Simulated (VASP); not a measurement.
# CdTe (F-43m) in VASP: notebook

Runs on CdTe. Level: r2SCAN. Tasks: single point.

Everything below comes from runs of VASP 6.6.1. Logs are shortened: lines on timing, memory, paths and dates and some standing lists are left out, and cuts for length are marked.

**Experimental background.**

From a printed reference work, data compilation, for a bulk crystal of CdTe at 0 K: band gap 1.607 eV.

How close the calculation comes is told below.

**1. The cell of the first run**

It takes space group F-43m (No. 216, cubic). The conventional cell has a = 6.423 Å, b = 6.423 Å, c = 6.423 Å, α = 90.00°, β = 90.00°, γ = 90.00°. Cd (site symmetry -43m) has 4 Te at 2.78 Å within 3.7 Å. Te (site symmetry -43m) has 4 Cd at 2.78 Å within 3.7 Å.

**2. Single point, r2SCAN**

Contents of POSCAR:

```
CdTe
1.0
    0.0000000000      3.2116739000      3.2116739000
    3.2116739000      0.0000000000      3.2116739000
    3.2116739000      3.2116739000      0.0000000000
Cd Te
1 1
Direct
    0.0000000000      0.0000000000      0.0000000000
    0.2500000000      0.2500000000      0.2500000000
```

Contents of INCAR.step1:

```
PREC = Accurate
ENCUT = 520
ISMEAR = -1
SIGMA = 0.02
LREAL = False
LASPH = True
NELM = 60
NBANDS = 16
GGA = PE
ALGO = Normal
EDIFF = 1E-4
LWAVE = True
LCHARG = False
```

Contents of INCAR.step2:

```
PREC = Accurate
ENCUT = 520
EDIFF = 1E-6
ISMEAR = -1
SIGMA = 0.02
LREAL = False
LASPH = True
NELM = 60
ALGO = Normal
ISIF = 2
LWAVE = False
LCHARG = False
METAGGA = R2SCAN
LMIXTAU = True
NBANDS = 16
ISTART = 1
```

Contents of KPOINTS:

```
regular mesh
0
Gamma
  8 8 8
```

Potentials or basis: VASP PAW PBE potentials, release 64 (Cd, Te).

Command:

```console
> cat potpaw_PBE.64/Cd/POTCAR potpaw_PBE.64/Te/POTCAR > POTCAR
> cp INCAR.step1 INCAR
> mpirun -np 1 vasp_std > vasp.out
> cp INCAR.step2 INCAR
> mpirun -np 1 vasp_std > vasp.out
```

OUTCAR:

```text
PREC = Accurate
   ENCUT = 520
   EDIFF = 1E-6
   ISMEAR = -1
   LREAL = False
   LASPH = True
   NELM = 60
   ISIF = 2
   METAGGA = R2SCAN
   ISTART = 1

 ion  position               nearest neighbor table
   1  0.000  0.000  0.000-   2 2.78   2 2.78   2 2.78   2 2.78
   2  0.250  0.250  0.250-   1 2.78   1 2.78   1 2.78   1 2.78

  LATTYP: Found a face centered cubic cell.
 ALAT       =     6.4233478000

  Lattice vectors:

 A1 = (   0.0000000000,   3.2116739000,   3.2116739000)
 A2 = (   3.2116739000,   0.0000000000,   3.2116739000)
 A3 = (   3.2116739000,   3.2116739000,   0.0000000000)

Analysis of symmetry for initial positions (statically):
=====================================================================
 Subroutine PRICEL returns:
 Original cell was already a primitive cell.

 Routine SETGRP: Setting up the symmetry group for a
 face centered cubic supercell.

 Subroutine GETGRP returns: Found 24 space group operations
 (whereof 24 operations were pure point group operations)
 out of a pool of 48 trial point group operations.

The static configuration has the point symmetry T_d .

Analysis of symmetry for dynamics (positions and initial velocities):
=====================================================================
 Subroutine PRICEL returns:
 Original cell was already a primitive cell.

 Routine SETGRP: Setting up the symmetry group for a
 face centered cubic supercell.

 Subroutine GETGRP returns: Found 24 space group operations
 (whereof 24 operations were pure point group operations)
 out of a pool of 48 trial point group operations.

The dynamic configuration has the point symmetry T_d .

 Subroutine INISYM returns: Found 24 space group operations
 (whereof 24 operations are pure point group operations),
 and found     1 'primitive' translations

----------------------------------------------------------------------------------------

                                     Primitive cell

  volume of cell :      66.2559

  direct lattice vectors                    reciprocal lattice vectors
     0.000000000  3.211673900  3.211673900    -0.155682057  0.155682057  0.155682057
     3.211673900  0.000000000  3.211673900     0.155682057 -0.155682057  0.155682057
     3.211673900  3.211673900  0.000000000     0.155682057  0.155682057 -0.155682057

[... 73 lines left out ...]
 SYSTEM =  unknown system
   PREC   = accura    normal or accurate (medium, high low for compatibility)
   ISTART =      1    job   : 0-new  1-cont  2-samecut
   ICHARG =      0    charge: 1-file 2-atom 10-const
   ISPIN  =      1    spin polarized calculation?
   LNONCOLLINEAR =      F non collinear calculations
   LSORBIT =      F    spin-orbit coupling
   LASPH  =      T    aspherical Exc in radial PAW
   ENCUT  =  520.0 eV  38.22 Ry    6.18 a.u.   8.45  8.45  8.45*2*pi/ulx,y,z
   NELM   =     60;   NELMIN=  2; NELMDL=  0     # of ELM steps
   EDIFF  = 0.1E-05   stopping-criterion for ELM
   LREAL  =      F    real-space projection
   EDIFFG = 0.1E-04   stopping-criterion for IOM
   NSW    =      0    number of steps for IOM
   IBRION =     -1    ionic relax: 0-MD 1-quasi-New 2-CG
   NFREE  =      0    steps in history (QN), initial steepest desc. (CG)
   ISIF   =      2    stress and relaxation
   ISYM   =      2    0-nonsym 1-usesym 2-fastsym
   POTIM  = 0.5000    time-step for ionic-motion
   TEBEG  =    0.0;   TEEND  =   0.0 temperature during run
   PSTRESS=    0.0 pullay stress
   NELECT =      18.0000    total number of electrons
   NUPDOWN=      -1.0000    fix difference up-down
   EMIN   =  10.00;   EMAX   =-10.00  energy-range for DOS
   EFERMI =   0.00;   METHOD = LEGACY
   ISMEAR =    -1;   SIGMA  =   0.02  broadening in eV -4-tet -1-fermi 0-gaus
   EFERMI_NEDOS =   21; number of points for ismear=-14 and -15
   IALGO  =     38    algorithm
   IMIX   =      4    mixing-type and parameters
     AMIX     =   0.40;   BMIX     =  1.00
     AMIX_MAG =   1.60;   BMIX_MAG =  1.00
  volume/ion in A,a.u.               =      33.13       223.56
  Fermi-wavevector in a.u.,A,eV,Ry     =   1.060289  2.003656 15.295841  1.124213
  Thomas-Fermi vector in A             =   2.195665
   LORBIT       =      0    0 simple, 1 ext, 2 COOP (PROOUT), +10 PAW based schemes
   METAGGA = R2SCAN    functional components
   LHFCALC =     F    Hartree Fock is set to
   AEXX    =    0.0000 exact exchange contribution
   IVDW    =     0    specifies the selected vdW correction
   LEPSILON=     F    determine dielectric tensor
   LRPA    =     F    only Hartree local field effects (RPA)
 non-spin polarized calculation
  energy-cutoff  :      520.00
  volume of cell :       66.26
 maximum number of plane-waves:      1812
 NGX is ok and might be reduce to    36
   NGX = 17   NGY = 17   NGZ = 17

 number of electron      17.9999994 magnetization

 Free energy of the ion-electron system (eV)
  ---------------------------------------------------
  ext. energy  EPLUGINS =         0.00000000
  ---------------------------------------------------
  free energy    TOTEN  =       -46.60590184 eV

  energy without entropy =      -46.60590184  energy(sigma->0) =      -46.60590184

 E-fermi :   2.7392     XC(G=0):  -9.2302

 val. band max:        2.3520150084   @ k =   0.0000   0.0000   0.0000
 cond. band min:       3.7143004159   @ k =   0.0000   0.0000   0.0000
 fundamental gap:      1.3622854075
 Fermi energy:         2.7391687100

 k-point     1 :       0.0000    0.0000    0.0000
  band No.  band energies     occupation
      1      -9.3417      2.00000
      2      -6.3053      2.00000
      3      -6.3053      2.00000
      4      -6.3053      2.00000
      5      -5.9979      2.00000
      6      -5.9979      2.00000
[... 433 lines left out ...]
      3      -6.1885      2.00000
      4      -6.0160      2.00000
      5      -5.9919      2.00000
      6      -5.4927      2.00000
[... 8 lines left out ...]
     15      13.0289      0.00000
     16      13.6998      0.00000

 [... further k-points ...]
[... 5 lines left out ...]
  --------------------------------------------------------------------------------------
  -------------------------------------------------------------------------------------
  Total        1.2542050      1.2542050      1.2542050      0.0000000      0.0000000     -0.0000000
  in kB       30.3287694     30.3287694     30.3287694      0.0000000      0.0000000     -0.0000000
  external PRESSURE =      30.3287694 kB  Pullay stress =       0.0000000 kB

 VOLUME and BASIS-vectors are now :
 -----------------------------------------------------------------------------
  energy-cutoff  :      520.00
  volume of cell :       66.26
      direct lattice vectors                 reciprocal lattice vectors
     0.000000000  3.211673900  3.211673900    -0.155682057  0.155682057  0.155682057
     3.211673900  0.000000000  3.211673900     0.155682057 -0.155682057  0.155682057
     3.211673900  3.211673900  0.000000000     0.155682057  0.155682057 -0.155682057

 POSITION                                       TOTAL-FORCE (eV/Angst)
 -----------------------------------------------------------------------------------
      0.00000      0.00000      0.00000         0.000000      0.000000     -0.000000
      1.60584      1.60584      1.60584        -0.000000     -0.000000      0.000000
 -----------------------------------------------------------------------------------
    total drift:                               -0.000002     -0.000002     -0.000002

  FREE ENERGIE OF THE ION-ELECTRON SYSTEM (eV)
  ---------------------------------------------------
  free  energy   TOTEN  =       -46.6059018363 eV

  energy  without entropy=      -46.6059018363  energy(sigma->0) =      -46.60590184
```

OSZICAR.step1:

```text
N       E                     dE             d eps       ncg     rms          rms(c)
DAV:   1     0.100267272739E+03    0.10027E+03   -0.82582E+03   928   0.976E+02
DAV:   2    -0.143867888895E+01   -0.10171E+03   -0.96784E+02  1128   0.237E+02
DAV:   3    -0.493348771507E+01   -0.34948E+01   -0.34898E+01  1112   0.456E+01
DAV:   4    -0.496534314292E+01   -0.31855E-01   -0.31854E-01  1416   0.383E+00
DAV:   5    -0.496540832066E+01   -0.65178E-04   -0.65178E-04  1184   0.169E-01    0.595E+00
DAV:   6    -0.475208008235E+01    0.21333E+00   -0.36899E-01  1112   0.749E+00    0.480E+00
DAV:   7    -0.473635866590E+01    0.15721E-01   -0.11160E-01  1088   0.218E+00    0.179E+00
DAV:   8    -0.473719277890E+01   -0.83411E-03   -0.11348E-02  1032   0.123E+00    0.488E-01
DAV:   9    -0.473749111315E+01   -0.29833E-03   -0.95120E-04  1072   0.335E-01    0.118E-01
DAV:  10    -0.473754740028E+01   -0.56287E-04   -0.10637E-04   928   0.102E-01
   1 F= -.47375474E+01 E0= -.47375474E+01  d E =-.352259E-11
```

It took 76 s on 1 thread of Intel Xeon Platinum 8488C (Sapphire Rapids), shared host; peak memory 0.23 GiB.

Results:

- Free energy: -46.6059 eV
- Pressure: 3.0 GPa
- Band gap on the k mesh: 1.36 eV, direct

Caveat: the PAW data sets were made with another functional, which shifts forces and pressure a little; spin-orbit coupling is left out, which moves the levels of the heavy elements. r2SCAN opens gaps a little over a GGA but as a rule still falls short of measured ones.

**3. Single point, r2SCAN**

This run uses another cell than the first one, of 33.83 Å³/atom, 1.021 times its volume.

Contents of POSCAR:

```
CdTe
1.0
    0.0000000000      3.2342920700      3.2342920700
    3.2342920700      0.0000000000      3.2342920700
    3.2342920700      3.2342920700      0.0000000000
Cd Te
1 1
Direct
    0.0000000000      0.0000000000      0.0000000000
    0.2500000000      0.2500000000      0.2500000000
```

Contents of INCAR.step1:

```
PREC = Accurate
ENCUT = 520
ISMEAR = -1
SIGMA = 0.02
LREAL = F
LASPH = T
NELM = 100
NBANDS = 16
GGA = PE
ALGO = Normal
EDIFF = 1E-4
LWAVE = T
LCHARG = F
```

Contents of INCAR.step2:

```
PREC = Accurate
ENCUT = 520
EDIFF = 1E-6
ISMEAR = -1
SIGMA = 0.02
LREAL = F
LASPH = T
NELM = 100
ALGO = Normal
ISIF = 2
LWAVE = F
LCHARG = F
METAGGA = R2SCAN
LMIXTAU = T
NBANDS = 16
ISTART = 1
```

Contents of KPOINTS:

```
Automatic mesh
0
Gamma
  8 8 8
```

Potentials or basis: VASP PAW PBE potentials, release 64 (Cd, Te).

Command:

```console
> cat potpaw_PBE.64/Cd/POTCAR potpaw_PBE.64/Te/POTCAR > POTCAR
> cp INCAR.step1 INCAR
> mpirun -np 1 vasp_std > vasp.out
> cp INCAR.step2 INCAR
> mpirun -np 1 vasp_std > vasp.out
```

Run time: 82 s. Hardware: 1 thread of Intel Xeon Platinum 8488C (Sapphire Rapids), shared host; peak memory 0.23 GiB.

It converged, with:

| Quantity | Value |
| --- | --- |
| Free energy | -46.6277 eV |
| Pressure | 2.0 GPa |
| Band gap on the k mesh | 1.29 eV, direct |

Levels at points of the mesh, in eV from the valence-band top:
```tsv
k point	band 7	band 8	band 9	band 10	band 11	band 12
(0.00, 0.00, 0.00)	0.00	0.00	0.00	1.29	5.03	5.03
(0.50, 0.00, 0.00)	-4.53	-0.80	-0.80	2.24	5.58	5.58
(0.50, 0.50, 0.00)	-4.38	-1.93	-1.93	2.87	2.98	9.50
```

Caveat: the PAW data sets were made with another functional, which shifts forces and pressure a little; spin-orbit coupling is left out, which moves the levels of the heavy elements.

**4. Single point, r2SCAN**

This run uses another cell than the first one, of 34.54 Å³/atom, 1.043 times its volume.

Contents of POSCAR:

```
CdTe
1.0
    0.0000000000      3.2565982400      3.2565982400
    3.2565982400      0.0000000000      3.2565982400
    3.2565982400      3.2565982400      0.0000000000
Cd Te
1 1
Direct
    0.0000000000      0.0000000000      0.0000000000
    0.2500000000      0.2500000000      0.2500000000
```

Contents of INCAR.step1:

```
PREC = Accurate ; ENCUT = 520
ISMEAR = -1 ; SIGMA = 0.02
LREAL = F ; LASPH = T
NELM = 60 ; NBANDS = 16
GGA = PE ; ALGO = Normal
EDIFF = 1E-4 ; LWAVE = T
LCHARG = F
```

Contents of INCAR.step2:

```
PREC = Accurate ; ENCUT = 520
EDIFF = 1E-7 ; ISMEAR = -1
SIGMA = 0.02 ; LREAL = F
LASPH = T ; NELM = 60
ALGO = Normal ; ISIF = 2
LWAVE = F ; LCHARG = F
METAGGA = R2SCAN ; LMIXTAU = T
NBANDS = 16 ; ISTART = 1
```

KPOINTS is that of step 3.

Command:

```console
> cat potpaw_PBE.64/Cd/POTCAR potpaw_PBE.64/Te/POTCAR > POTCAR
> cp INCAR.step1 INCAR
> mpirun -np 1 vasp_std > vasp.out
> cp INCAR.step2 INCAR
> mpirun -np 1 vasp_std > vasp.out
```

Wall time 96 s (1 thread of Intel Xeon Platinum 8488C (Sapphire Rapids), shared host); peak memory 0.23 GiB.

Results (log left out):

| Property | Result |
| --- | --- |
| Free energy | -46.6405 eV |
| Pressure | 1.0 GPa |
| Band gap on the k mesh | 1.22 eV, direct |

Levels at points of the mesh, in eV from the valence-band top:
| k point | band 7 | band 8 | band 9 | band 10 | band 11 | band 12 |
| --- | --- | --- | --- | --- | --- | --- |
| (0.00, 0.00, 0.00) | 0.00 | 0.00 | 0.00 | 1.22 | 5.04 | 5.04 |
| (0.50, 0.00, 0.00) | -4.41 | -0.77 | -0.77 | 2.22 | 5.59 | 5.59 |
| (0.50, 0.50, 0.00) | -4.28 | -1.86 | -1.86 | 2.91 | 2.99 | 9.38 |

Caveat: the PAW data sets were made with another functional, which shifts forces and pressure a little; spin-orbit coupling is left out, which moves the levels of the heavy elements.

**5. Summary**

```csv
cell,gap on the mesh (eV),pressure (GPa)
"a = 4.542 Å, angles 60.0°, 2 atoms",1.36,3.0
"a = 4.574 Å, angles 60.0°, 2 atoms",1.29,2.0
"a = 4.606 Å, angles 60.0°, 2 atoms",1.22,1.0
```

Alike in all rows: task single point; level r2SCAN; potentials or basis VASP PAW PBE potentials, release 64 (Cd, Te); no spin polarisation; k mesh 8 × 8 × 8; cutoff (eV) 520; smearing fermi-dirac 0.02 eV.

Caveats: the PAW data sets were made with another functional, which shifts forces and pressure a little; spin-orbit coupling is left out, which moves the levels of the heavy elements.

Absolute energies hang on the potentials; compare differences alone.

**6. Comparison with measurements**

Step 3. A measured gap of CdTe is 1.607 eV (0 K; a printed reference work, data compilation); the calculated 1.29 eV misses it by -0.31 eV. Spin-orbit coupling on Cd, Te is left out. The value is that of r2SCAN, without temperature or zero-point motion.

Step 4. A measured gap of CdTe is 1.607 eV (0 K; a printed reference work, data compilation); the calculated 1.22 eV misses it by -0.38 eV. Spin-orbit coupling on Cd, Te is left out. The value is that of r2SCAN, without temperature or zero-point motion.
